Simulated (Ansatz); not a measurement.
Y:

```
CELL_PARAMETERS angstrom
3.64740 0.00000 0.00000
-1.82370 3.15874 0.00000
0.00000 0.00000 5.73060
ATOMIC_POSITIONS crystal
Y 0.66667 0.33333 0.75000
Y 0.33333 0.66667 0.25000
```

* Program: Ansatz 0.2.0
* Task: relaxation of cell and atoms
* Functional: PBEsol
* Potentials or basis: Ansatz PAW
* Cutoff: 420 eV (not typed: the program's choice for these potentials)
* k mesh: 8 × 8 × 5
* Occupations: fermi-dirac, width 0.05 eV
* Spin: no spin polarisation

At the start: volume 33.01 Å³/atom.

Question: Where does the relaxation end?

Answer: It ends after 3 steps and the volume is 31.33 Å³/atom (-5.1 %); space group P6_3/mmc (No. 194, to 0.05 Å).

Step by step:
| step | energy change (eV) | largest force (eV/Å) | volume (Å³) |
| --- | --- | --- | --- |
| 1 | 0.0000 | 0.0000 | 66.02 |
| 2 | -0.0224 | 0.0000 | 62.66 |
| 3 | -0.0223 | 0.0000 | 62.66 |

Final structure:
```
CELL_PARAMETERS angstrom
3.59171 0.00000 0.00000
-1.79585 3.11051 0.00000
0.00000 0.00000 5.60904
ATOMIC_POSITIONS crystal
Y 0.66667 0.33333 0.75000
Y 0.33333 0.66667 0.25000
```

Caveat: the plane-wave basis is chosen anew once the cell has moved, so the energies of steps on either side of that aren't comparable; the PAW data sets come from PBE, with cores solved anew for the run's functional, which leaves a small shift of forces and pressure.
